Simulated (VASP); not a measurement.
Set up this calculation in VASP 6.6.1, as the native input.

| Item | Value |
| --- | --- |
| Task | single point |
| Functional | LDA |
| Potentials or basis | VASP PAW LDA potentials, release 64 (Hg) |
| Cutoff | 500 eV |
| k mesh | 10 × 10 × 10 |
| Occupations | gaussian, width 0.02 eV |
| Spin | no spin polarisation |
| Further INCAR settings | ALGO = Fast; EDIFF = 1e-06; NBANDS = 12 |

The structure of Hg lies in POSCAR:

```
Hg
1.0
   -1.8767364354      1.8767364354      1.9168448550
    1.8767364354     -1.8767364354      1.9168448550
    1.8767364354      1.8767364354     -1.9168448550
Hg
1
Direct
    0.5000000000      0.5000000000      0.0000000000
```

These files were run (other wordings do the same):

INCAR

```
SYSTEM = Hg
ALGO = Fast
EDIFF = 1E-6
ENCUT = 500
ISIF = 2
ISMEAR = 0
LASPH = .True.
LCHARG = .True.
LELF = .True.
LREAL = .False.
LVHAR = .True.
LWAVE = .False.
NBANDS = 12
NELM = 60
PREC = Accurate
SIGMA = 0.02
```

KPOINTS

```
k-points
0
Gamma
  10 10 10
  0 0 0
```

Potentials or basis: VASP PAW LDA potentials, release 64 (Hg).

The run is started by

```bash
$ cat potpaw_LDA.64/Hg/POTCAR > POTCAR
$ mpirun -np 1 vasp_std > vasp.out
```

It gave:

The pressure is -4.1 GPa and the band gap on the k mesh is none (metal or under the smearing width).

Wall time 8.9 s on 1 thread of Intel(R) Xeon(R) Platinum 8488C (Sapphire Rapids), with other jobs on the host, peak memory 0.14 GiB.
